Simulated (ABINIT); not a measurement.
# MnS (Fm-3m) in ABINIT: settings compared, part 2 of 2

ABINIT 10.8.3 (patched build). Earlier steps stand in the parts before.

## Step 3: Single point, LDA, collinear spin, ferromagnetic start

run.abi

```
# Pseudopotentials
pp_dirpath "./"
pseudos "Mn.upf, S.upf"

# Structure
acell 3*1.0 Angstrom
rprim
     0.0000000000     2.6045000000     2.6045000000
     2.6045000000     0.0000000000     2.6045000000
     2.6045000000     2.6045000000     0.0000000000
ntypat 2
znucl 25 16
natom 2
typat 1 2
xred
     0.0000000000     0.0000000000     0.0000000000
     0.5000000000     0.5000000000     0.5000000000

# Plane-wave basis
ecut 46.0

# k points
kptopt 1
ngkpt 7 7 7
nshiftk 1
shiftk 0.0 0.0 0.0

# Exchange and correlation
ixc 7

# Bands and occupations
nband 16
occopt 3
tsmear 0.05 eV

# Spin
nsppol 2
spinat
     0.0000000000     0.0000000000     4.0000000000
     0.0000000000     0.0000000000     0.0000000000

# SCF cycle
nstep 100
tolvrs 1.0e-10

# Output
iomode 3
prtwf 0
prteig 0
prtebands 0
enunit 2
prtden 1
prtvha 1
prtvclmb 1
prtpot 1
```

Potentials or basis: PseudoDojo NC SR LDA v0.4.1 standard.

The run is started by

```bash
> abinit run.abi > log 2>&1
```

run.abo:

```text
.Version 10.8.3 of ABINIT
 Symmetries : space group Fm -3 m (#225); Bravais cF (face-center cubic)
================================================================================
 Values of the parameters that define the memory need of the present run
     intxc =       0    ionmov =       0      iscf =       7    lmnmax =       6
     lnmax =       6     mgfft =      45  mpssoang =       3    mqgrid =    3001
     natom =       2  nloc_mem =       1    nspden =       2   nspinor =       1
    nsppol =       2      nsym =      48    n1xccc =    2501    ntypat =       2
    occopt =       3   xclevel =       1
       mpw =        3584          nfft =       91125          nkpt =          20
================================================================================
================================================================================

--------------------------------------------------------------------------------
------------- Echo of variables that govern the present computation ------------
--------------------------------------------------------------------------------
 -outvars: echo values of preprocessed input variables --------
            acell      1.8897261259E+00  1.8897261259E+00  1.8897261259E+00 Bohr
              amu      5.49380500E+01  3.20660000E+01
             ecut      4.60000000E+01 Hartree
           enunit           2
              ixc           7
         kptrlatt        7    0    0      0    7    0      0    0    7
          kptrlen      4.87232520E+01
            natom           2
            nband          16
            ngfft          45      45      45
             nkpt          20
           nspden           2
           nsppol           2
            nstep         100
             nsym          48
           ntypat           2
           occopt           3
        prtebands           0
           prteig           0
           prtpot           1
         prtvclmb           1
           prtvha           1
            prtwf           0
            rprim      0.0000000000E+00  2.6045000000E+00  2.6045000000E+00
                       2.6045000000E+00  0.0000000000E+00  2.6045000000E+00
                       2.6045000000E+00  2.6045000000E+00  0.0000000000E+00
          spgroup         225
           spinat      0.0000000000E+00  0.0000000000E+00  4.0000000000E+00
                       0.0000000000E+00  0.0000000000E+00  0.0000000000E+00
           tolvrs      1.00000000E-10
           tsmear      1.83746611E-03 Hartree
            typat      1  2
           xangst      0.0000000000E+00  0.0000000000E+00  0.0000000000E+00
                       2.6045000000E+00  2.6045000000E+00  2.6045000000E+00
            xcart      0.0000000000E+00  0.0000000000E+00  0.0000000000E+00
                       4.9217916949E+00  4.9217916949E+00  4.9217916949E+00
             xred      0.0000000000E+00  0.0000000000E+00  0.0000000000E+00
                       5.0000000000E-01  5.0000000000E-01  5.0000000000E-01
            znucl       25.00000   16.00000

================================================================================

 chkinp: Checking input parameters for consistency.

================================================================================
== DATASET  1 ==================================================================

--- !DatasetInfo
iteration_state: {dtset: 1, }
[... 98 lines left out ...]
  Sum:                10.372731     6.306969     16.679700     4.065763
 Total magnetization (from the atomic spheres):                4.065763
 Total magnetization (exact up - dn):                          4.598160

================================================================================

 ----iterations are completed or convergence reached----

 Mean square residual over all n,k,spin=   58.314E-08; max=  17.073E-05
 reduced coordinates (array xred) for    2 atoms
       0.000000000000      0.000000000000      0.000000000000
       0.500000000000      0.500000000000      0.500000000000
 rms dE/dt=  0.0000E+00; max dE/dt=  0.0000E+00; dE/dt below (all hartree)
    1       0.000000000000      0.000000000000      0.000000000000
    2       0.000000000000      0.000000000000      0.000000000000

 cartesian coordinates (angstrom) at end:
    1      0.00000000000000     0.00000000000000     0.00000000000000
    2      2.60450000000000     2.60450000000000     2.60450000000000

 cartesian forces (hartree/bohr) at end:
    1     -0.00000000000000    -0.00000000000000    -0.00000000000000
    2     -0.00000000000000    -0.00000000000000    -0.00000000000000
 frms,max,avg= 0.0000000E+00 0.0000000E+00   0.000E+00  0.000E+00  0.000E+00 h/b

 cartesian forces (eV/Angstrom) at end:
    1     -0.00000000000000    -0.00000000000000    -0.00000000000000
    2     -0.00000000000000    -0.00000000000000    -0.00000000000000
 frms,max,avg= 0.0000000E+00 0.0000000E+00   0.000E+00  0.000E+00  0.000E+00 e/A
 length scales=  1.889726125908  1.889726125908  1.889726125908 bohr
              =  1.000000000000  1.000000000000  1.000000000000 angstroms
 Fermi (or HOMO) energy (hartree) =   0.26226   Average Vxc (hartree)=  -0.40984
 Magnetization (Bohr magneton)=  4.59816001E+00
 Total spin up =  1.27990800E+01   Total spin down =  8.20091999E+00
 Eigenvalues (hartree) for nkpt=  20  k points, SPIN UP:
 kpt#   1, nband= 16, wtk=  0.00292, kpt=  0.0000  0.0000  0.0000 (reduced coord)
  -2.70954   -1.57834   -1.57834   -1.57834   -0.27123    0.14374    0.14374    0.14374
   0.14647    0.14647    0.19443    0.19443    0.19443    0.32375    0.57579    0.57579
      occupation numbers for kpt#   1
   1.00000    1.00000    1.00000    1.00000    1.00000    1.00000    1.00000    1.00000
   1.00000    1.00000    1.00000    1.00000    1.00000    0.00000    0.00000    0.00000
 prteigrs : prtvol=0 or 1, do not print more k-points.

 Eigenvalues (hartree) for nkpt=  20  k points, SPIN DOWN:
 kpt#   1, nband= 16, wtk=  0.00292, kpt=  0.0000  0.0000  0.0000 (reduced coord)
  -2.56343   -1.42645   -1.42645   -1.42645   -0.25887    0.20504    0.20504    0.20504
   0.26715    0.26715    0.26715    0.27150    0.27150    0.35358    0.61646    0.61646
      occupation numbers for kpt#   1
   1.00000    1.00000    1.00000    1.00000    1.00000    1.00000    1.00000    1.00000
   0.06533    0.06533    0.06533    0.00651    0.00651    0.00000    0.00000    0.00000
 prteigrs : prtvol=0 or 1, do not print more k-points.

 Fermi (or HOMO) energy (eV) =   7.13640   Average Vxc (eV)= -11.15228
 Eigenvalues (   eV  ) for nkpt=  20  k points, SPIN UP:
 kpt#   1, nband= 16, wtk=  0.00292, kpt=  0.0000  0.0000  0.0000 (reduced coord)
 -73.73035  -42.94889  -42.94889  -42.94889   -7.38042    3.91143    3.91143    3.91143
   3.98578    3.98578    5.29082    5.29082    5.29082    8.80957   15.66798   15.66798
 prteigrs : prtvol=0 or 1, do not print more k-points.

 Eigenvalues (   eV  ) for nkpt=  20  k points, SPIN DOWN:
 kpt#   1, nband= 16, wtk=  0.00292, kpt=  0.0000  0.0000  0.0000 (reduced coord)
 -69.75441  -38.81581  -38.81581  -38.81581   -7.04419    5.57952    5.57952    5.57952
   7.26944    7.26944    7.26944    7.38776    7.38776    9.62146   16.77483   16.77483
 prteigrs : prtvol=0 or 1, do not print more k-points.

--- !EnergyTerms
iteration_state     : {dtset: 1, }
comment             : Components of total free energy in Hartree
kinetic             :  5.24652299302252E+01
hartree             :  3.59890358678073E+01
xc                  : -2.13177735591128E+01
Ewald energy        : -7.07466410073736E+01
psp_core            :  2.20019669341572E+00
local_psp           : -1.12120154472043E+02
non_local_psp       : -6.34719596018355E+00
internal            : -1.19877302507264E+02
'-kT*entropy'       : -2.72030315961462E-04
total_energy        : -1.19877574537580E+02
total_energy_eV     : -3.26203498297347E+03
band_energy         : -1.32174070476537E+01
...

 Cartesian components of stress tensor (hartree/bohr^3)
  sigma(1 1)=  3.86108285E-04  sigma(3 2)=  0.00000000E+00
  sigma(2 2)=  3.86108285E-04  sigma(3 1)=  0.00000000E+00
  sigma(3 3)=  3.86108285E-04  sigma(2 1)=  0.00000000E+00

-Cartesian components of stress tensor (GPa)         [Pressure= -1.1360E+01 GPa]
- sigma(1 1)=  1.13596979E+01  sigma(3 2)=  0.00000000E+00
- sigma(2 2)=  1.13596979E+01  sigma(3 1)=  0.00000000E+00
- sigma(3 3)=  1.13596979E+01  sigma(2 1)=  0.00000000E+00

== END DATASET(S) ==============================================================
================================================================================

 -outvars: echo values of variables after computation  --------
            acell      1.8897261259E+00  1.8897261259E+00  1.8897261259E+00 Bohr
           etotal     -1.1987757454E+02
            fcart     -0.0000000000E+00 -0.0000000000E+00 -0.0000000000E+00
                      -0.0000000000E+00 -0.0000000000E+00 -0.0000000000E+00
            rprim      0.0000000000E+00  2.6045000000E+00  2.6045000000E+00
                       2.6045000000E+00  0.0000000000E+00  2.6045000000E+00
                       2.6045000000E+00  2.6045000000E+00  0.0000000000E+00
           strten      3.8610828511E-04  3.8610828511E-04  3.8610828511E-04
                       0.0000000000E+00  0.0000000000E+00  0.0000000000E+00
           xangst      0.0000000000E+00  0.0000000000E+00  0.0000000000E+00
                       2.6045000000E+00  2.6045000000E+00  2.6045000000E+00
             xred      0.0000000000E+00  0.0000000000E+00  0.0000000000E+00
                       5.0000000000E-01  5.0000000000E-01  5.0000000000E-01
 Calculation completed.
```

Run time: 88 s. Hardware: 1 thread of Arm Neoverse V2, shared host; peak memory 0.12 GiB.

What came out:

- Free energy: -3262.0350 eV
- Pressure: -11.4 GPa
- Band gap on the k mesh: none (metal or under the smearing width)
- Net moment: 4.60 μB per cell
- Site moments: Mn +3.94; S +0.13 μB
- Valence electrons inside the program's atomic spheres: Mn 12.79; S 3.89

Caveat: a cell with one magnetic atom can't hold antiferromagnetic order, which such compounds often take; semilocal functionals often make such compounds metallic where correlation or magnetic order opens a gap, which also shifts bond lengths. With open d or f shells a metallic result of LDA can be an artefact of self-interaction; +U or a hybrid may open a gap.
